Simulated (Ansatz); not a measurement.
## SnO$_{2}$: the gap against volume

SnO$_{2}$, P4_2/mnm, a = 4.760 Å, c = 3.201 Å. Ansatz: r2SCAN, PAW, 500 eV, Γ-centred 6×6×8 mesh on 6 atoms, Gaussian smearing 0.02 eV; no spin polarisation. Shape and atoms are relaxed at each volume; x = ln(V/V0) with V0 = 12.087 Å³/atom. The gap is read at the mesh points alone.

```
      x gap y (eV)
-0.0619       2.484
-0.0305           ?
 0.0000       1.768
 0.0296       1.460
 0.0583       1.189
```

Q: Fit a straight line to the other rows, give the volume deformation potential of the gap and its pressure coefficient, and predict the missing gap. B0 = 202.5 GPa.

A: Means x = 0.006500, y = 1.7252; Σ(Δx)² = 0.007938, ΣΔxΔy = -0.08608; the slope is their ratio. y = 1.7957 − 10.845 x. The slope is the deformation potential a = dE_g/d ln V = -10.85 eV, and dE_g/dP = −a/B0 = 53.6 meV/GPa. At x = -0.0305 the fit asked for gives 2.126 eV. The run gave 2.110 eV, so the fit is 0.016 eV too high, within the rms miss on the fitted rows (0.022 eV).

Semilocal functionals give gaps under the measured ones; changes of the gap mostly carry over better.